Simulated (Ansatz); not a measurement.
A run of Ansatz 0.2.0 is set up as follows.

input.yaml

```yaml
crystal:
  lattice:
    - [4.26, 0.0, 0.0]
    - [0.0, 4.26, 0.0]
    - [0.0, 0.0, 4.26]
  atoms:
    - { symbol: Cu, position: [0.75, 0.25, 0.75] }
    - { symbol: Cu, position: [0.75, 0.75, 0.25] }
    - { symbol: Cu, position: [0.25, 0.75, 0.75] }
    - { symbol: Cu, position: [0.25, 0.25, 0.25] }
    - { symbol: O, position: [0.5, 0.5, 0.5] }
    - { symbol: O, position: [0.0, 0.0, 0.0] }
hamiltonian:
  xc: pbe
  pseudopotentials: { kind: paw }
kpoints:
  mp_grid: { grid: [6, 6, 6] }
scf:
  occupations: { method: fermi_dirac, width: 0.05 }
basis:
  ecutwfc: "300 eV"
output:
  forces: true
  stress: true
  eigenvalues: true
  write_density: true
  write_potential: true
  elf: true
  volumetric_format: npy
```

Potentials or basis: Ansatz PAW.

Command:

```console
$ ansatz run input.yaml --threads 2 --pin off --max-ram 5120MiB --backend cpu --events-out ev --progress --plain --runs-dir out
```

Task: Predict the band gap on the k mesh.

Result: 0.52 eV, direct.

Task: What does it give for the pressure?

Result: 2.1 GPa.

Caveat: the pressure holds a Pulay correction of +31.3 GPa for the finite cutoff; the cutoff lies under the one recommended for these potentials.

**What was measured.**

“Importance of surface oxygen vacancies for ultrafast hot carrier relaxation and transport in Cu2O”, 2021, arxiv:2103.03167 quotes, for a bulk crystal of Cu2O: band gap 2.17 eV (direct).

A measured gap of Cu2O is 2.17 eV (direct; quoted in “Importance of surface oxygen vacancies for ultrafast hot carrier relaxation and transport in Cu2O”, 2021, arxiv:2103.03167); the calculated 0.52 eV misses it by -1.65 eV. So large a miss can be the level of theory's own, or it may mean another phase, state or a wrong row. The value is that of PBE on a finite k mesh, which can miss the band edges, without temperature or zero-point motion. Semilocal functionals fall short of measured gaps as a rule.
